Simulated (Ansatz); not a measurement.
Crystal: Sn.

```
CELL_PARAMETERS angstrom
-1.89465 1.89465 1.89465
1.89465 -1.89465 1.89465
1.89465 1.89465 -1.89465
ATOMIC_POSITIONS crystal
Sn 0.00000 0.00000 0.00000
```

This isn't the form of Sn at room conditions, which is tetragonal (white tin).

Below is the output of Ansatz 0.2.0 for this cell. Logs are shortened: lines on timing, memory, paths and dates and some standing lists are left out, and cuts for length are marked.

```text
Warning: RAYON_NUM_THREADS=2 ignored (pool sized by the plan → 2); use --threads N
Engine: ansatz 0.2.0, aarch64-unknown-linux-gnu
Pseudopotentials: kind: paw
Pseudopotential: Sn, paw, valence charge 14, recommended cutoff 420 eV (normal), Sn.paw.azcp
Functional definition: PBE
  parameter kappa = 0.804
  parameter beta = 0.06672455060314922
  exchange = pbe_x(kappa = kappa, mu = beta*pi^2/3)
  correlation = pbe_c(beta = beta)
Crystal: 1 atoms, lattice volume = 27.205 Å³
Basis set: ecut = 420 eV, 555 PW (Γ), exchange–correlation on 48×48×48 points (8 copies of the dense FFT grid, shifted against one another)
Bands: 11, of which v1, the nominal top of the filled ones, is band 7 counted from 1 (6 counted from 0)
Symmetry: 48 space group operations
Space group: Im-3m (ITA 229), of the structure as read, at distance tolerance 3.0e-5 Å
k-points: 47 of 1000
Non-local potential: Sn, projectors of the file, l = 0: 2, l = 1: 2, l = 2: 2, l = 3: 2
PAW form: soft (Blöchl's): semilocal exchange-correlation on the pseudo side does not see the compensation charge
PAW one-centre angular grid: Sn, 590 points (default); XC on 64 Gauss nodes
Initial density: superposition of atomic densities (neutral atoms: chi_scale 0, normalization atom), corrected by the library's trained network
Initial wavefunctions: pseudopotential atomic-orbital guess
Functional: x = pbe(κ = 0.804, μ = 0.2195149727645171), c = pbe(β = 0.06672455060314922)
SCF iter   1: F=—  HF=-6024.128395 eV  |F-HF|=—  |Δ(HF+E_count)|=         —  Δρ=6.28e-4  dr2=3.91e-5  ethr=1.77e-3  ⟨swp⟩=5.7  Hψ=3044  notcnv=0
preconditioner: auto → Kerker (q_TF=auto, 2.442 Å⁻¹)  [metal: Δε(μ)=0.087 eV  Ē_g=23.237 eV  σ=0.050 eV  W_gap=0.37  n_scr=12 (ndim 8)  ℏωp=26.6 eV  f_vac=0.000  D(μ)=0.88/eV (n_scr^D=12)]
SCF iter   2: F=—  HF=-6024.127950 eV  |F-HF|=—  |Δ(HF+E_count)|=   4.44e-4  Δρ=3.60e-4  dr2=2.81e-5  ethr=2.79e-7  ⟨swp⟩=2.8  Hψ=1270  notcnv=0
SCF iter   3: F=—  HF=-6024.127950 eV  |F-HF|=—  |Δ(HF+E_count)|=   3.55e-7  Δρ=2.63e-4  dr2=1.42e-5  ethr=2.00e-7  ⟨swp⟩=2.0  Hψ=801  notcnv=0
SCF iter   4: F=—  HF=-6024.127951 eV  |F-HF|=—  |Δ(HF+E_count)|=   9.33e-7  Δρ=2.03e-4  dr2=6.40e-6  ethr=1.02e-7  ⟨swp⟩=2.0  Hψ=836  notcnv=0
[... 27 lines left out ...]
SCF 3 converged in 5 iterations: F = -6024.128729 eV  dr2 = 8.06e-13
relax step   3: F+E_penalty+E_count = -6024.12872881 eV  Δ(F+E_penalty+E_count) = -8.374e-5 eV  max|allowed force component| = 0.000e0 eV/Å  Δτ_max = 0.0000 Å  P = +0.018 GPa  Ω = 27.582 Å³  stress off target by 1.81e-2 GPa  SCF on the basis re-selected at this cell (its energy is not comparable with the rows above)  (5 SCF iters)
basis re-selected at this cell: Δ(F+E_penalty+E_count) = -8.374e-5 eV, ΔP = +0.000 GPa vs the last step (what re-selecting the basis moved, of the pressure what is left beyond the Pulay correction that the steps carried, after the strain that the cell walked since its last selection, with what the two solves' SCF thresholds leave and, on support functions, any second-order correction that the steps lacked; it is no measure of the basis error at this ecutwfc). This SCF's stress stands 1.81e-2 GPa from its target on what of the cell is left free (relax.cell.stress_tol is 5.00e-2 GPa) and its largest allowed force component is 0.00e0 eV/Å (relax.f_tol is 1.00e-2 eV/Å): within both
SCF converged after 5 iterations
Free energy (F): -6024.128729 eV
Harris-Foulkes:  -6024.128729 eV  (|F-HF|=1.82e-12)
Internal energy: -6024.121266 eV  (E = F + TS)
E sigma→0 (E₀):  -6024.124997 eV
Entropy (-TS):   -0.007463 eV (-7.463 meV/atom)
Fermi energy:    10.613000 eV
--- Per-component energies (eV) ---
  E_band       = -83.816319
  E_kinetic    = 185.766504
  E_local      = -833.171638  (includes V_loc(G=0)·N_el)
  E_nonlocal   = -32.693151
  E_hartree    = 522.683057
  E_xc         = -382.761451
  E_vxc        = -96.148357  (∫ρ·V_xc dr)
  E_paw        = -4134.870069  (= ΣΔE_a)
  E_vpaw       = -352.935790  (= ΣTr[D̂ρ^β])
  E_aug_tail   = -0.000000  (compensation charges beyond the density's cutoff)
  E_ewald      = -1349.074516
  E_smearing   = -0.007463  (= −TS)
  E_closure    = -0.000000  (closes the sum)
  Σ components = -6024.128729   (vs F -6024.128729, Δ=0.00e0)
--- Forces (eV/Å), atoms counted from 1 ---
  atom   1  Sn     0.00000000    -0.00000000     0.00000000
  max |Σ_I F_I| component: 1.25e-30 eV/Å
--- Stress (GPa, compression-positive) ---
        0.018052      -0.000000       0.000000
       -0.000000       0.018052       0.000000
        0.000000       0.000000       0.018052
  P = ⅓ Tr σ = 0.0181 GPa (0.181 kbar)
--- Band table (eV; the first three rows and the last of 47) ---
  k-point 0: bands = ["-10.9174", "-10.9174", "-10.9174", "-10.7854", "-10.7854", "-0.3359", "18.4798", "18.4798", "18.4798", "22.7193", "22.7193"]
  k-point 1: bands = ["-10.9215", "-10.9113", "-10.8976", "-10.7900", "-10.7860", "-0.1205", "16.7759", "17.7090", "18.2048", "21.1176", "21.4433"]
  k-point 2: bands = ["-10.9323", "-10.8983", "-10.8453", "-10.7996", "-10.7875", "0.5261", "13.6798", "16.3660", "17.5049", "19.9263", "20.2924"]
  k-point 46: bands = ["-10.9355", "-10.9355", "-10.7249", "-10.7249", "-10.7249", "8.0912", "10.1849", "10.1849", "10.1849", "14.4815", "14.4815"]
--- Relaxed structure (2 steps of the walk, 2 accepted, 1 SCFs on fresh bases) ---
  F+E_penalty+E_count = -6024.12872881 eV   max|allowed force component| = 0.000e0 eV/Å   (the final SCF, on the basis selected at the relaxed cell)
  cell:  # Å, volume = 27.5820 Å³
    - [-1.9033640264519376, 1.9033640264519376, 1.9033640264519376]
    - [1.9033640264519376, -1.9033640264519376, 1.9033640264519376]
    - [1.9033640264519376, 1.9033640264519376, -1.9033640264519376]
  atoms:
    - { symbol: Sn, position: [0.0, 0.0, 0.0] }
```

Task: Write the input and the command behind it.

Result: Relaxation of cell and atoms with PBE, no spin polarisation. The files as run (others can give the same):

input.yaml
```yaml
crystal:
  lattice:
    - [-1.8946518192, 1.8946518192, 1.8946518192]
    - [1.8946518192, -1.8946518192, 1.8946518192]
    - [1.8946518192, 1.8946518192, -1.8946518192]
  atoms:
    - { symbol: Sn, position: [0.0, 0.0, 0.0] }
hamiltonian:
  xc: pbe
  pseudopotentials: { kind: paw }
kpoints:
  mp_grid: { grid: [10, 10, 10] }
scf:
  occupations: { method: fermi_dirac, width: 0.05 }
output:
  forces: true
  stress: true
  eigenvalues: true
  write_density: true
  write_potential: true
  elf: true
  volumetric_format: npy
relax:
  f_tol: 0.01
  max_steps: 40
  cell: { stress_tol: 0.05 }
```

Potentials or basis: Ansatz PAW.
Run with:
```bash
$ ansatz run input.yaml --threads 2 --pin off --max-ram 5632MiB --backend cpu --events-out ev --progress --plain --runs-dir out
```

Caveat: the plane-wave basis is chosen anew once the cell has moved, so the energies of steps on either side of that aren't comparable.
